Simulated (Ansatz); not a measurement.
Crystal: InPd.

```
In Pd
1.0
     3.13539    0.00000    0.00000
     0.00000    3.13539    0.00000
     0.00000    0.00000    3.13539
In Pd
1 1
Direct
  0.00000 0.00000 0.00000
  0.50000 0.50000 0.50000
```

The cell comes from a database or a generator and needn't be the stable form of this composition.

The cell isn't the ideal one: volume scaled by 0.88.

| Property | Result |
| --- | --- |
| Program | Ansatz 0.2.0 |
| Task | relaxation of cell and atoms |
| Functional | HSE06 |
| Potentials or basis | Ansatz PAW |
| Cutoff | 420 eV (not typed: the program's choice for these potentials) |
| k mesh | 4 × 4 × 4 |
| Occupations | gaussian, width 0.1 eV |
| Spin | no spin polarisation |

At the start: volume 15.41 Å³/atom.

**Question.** Where does the relaxation end?

**Answer.** It ends after 8 steps and the volume is 17.41 Å³/atom (+12.9 %); space group Pm-3m (No. 221, to 0.05 Å).

Step by step:
```csv
step,energy change (eV),largest force (eV/Å),volume (Å³)
1,0.0000,0.0000,30.82
2,-0.2374,0.0000,35.55
3,-0.2434,0.0000,35.02
4,-0.2440,0.0000,34.82
5,-0.2440,0.0000,34.84
6,-0.2476,0.0000,34.84
7,-0.2476,0.0000,34.81
8,-0.2476,0.0000,34.81
```

Final structure:
```cif
data_structure
_symmetry_space_group_name_H-M 'P 1'
_symmetry_Int_Tables_number 1
_cell_length_a 3.2652
_cell_length_b 3.2652
_cell_length_c 3.2652
_cell_angle_alpha 90.000
_cell_angle_beta 90.000
_cell_angle_gamma 90.000
_cell_volume 34.81
loop_
_atom_site_label
_atom_site_type_symbol
_atom_site_fract_x
_atom_site_fract_y
_atom_site_fract_z
_atom_site_occupancy
In1 In 0.00000 0.00000 0.00000 1
Pd1 Pd 0.50000 0.50000 0.50000 1
```

Caveat: the k mesh is coarse (spacing up to 0.50 Å⁻¹), so the values aren't converged, least of all with exact exchange; the plane-wave basis is chosen anew once the cell has moved, so the energies of steps on either side of that aren't comparable; the PAW data sets come from PBE, with cores solved anew for the run's functional, which leaves a small shift of forces and pressure.
